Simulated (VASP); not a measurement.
TePb:

```xyz
2
Lattice="0.0505 3.2678 3.2678 3.2678 0.0505 3.2678 3.3183 3.3183 0.0000" Properties=species:S:1:pos:R:3 pbc="T T T"
Pb    0.0000    0.0000    0.0000
Te    3.3183    3.3183    3.2678
```

The cell was built by a generator and needn't be a form met in nature.

The cell isn't the ideal one: shear_xy strain +3.1%.

Base run:

- Program: VASP 6.6.1
- Functional: PBE
- Potentials or basis: VASP PAW PBE potentials, release 64 (Pb_d, Te)
- Cutoff: 520 eV
- k mesh: 8 × 8 × 8
- Occupations: fermi-dirac, width 0.02 eV
- Spin: no spin polarisation

Its results: band gap on the k mesh 0.65 eV, indirect (least direct gap 0.78 eV); pressure 0.6 GPa.

Question: The run is repeated on the same cell with these changes: functional from PBE to r2SCAN; occupations from fermi-dirac, width 0.02 eV to gaussian, width 0.01 eV. What comes out?

Answer: Band gap on the k mesh 0.93 eV, indirect (least direct gap 1.06 eV); pressure 0.0 GPa.

Caveats: spin-orbit coupling is left out, which as a rule narrows the gap of such compounds by several tenths of an eV; the PAW data sets were made with another functional, which shifts forces and pressure a little (some runs).

A k mesh can miss the band edges.
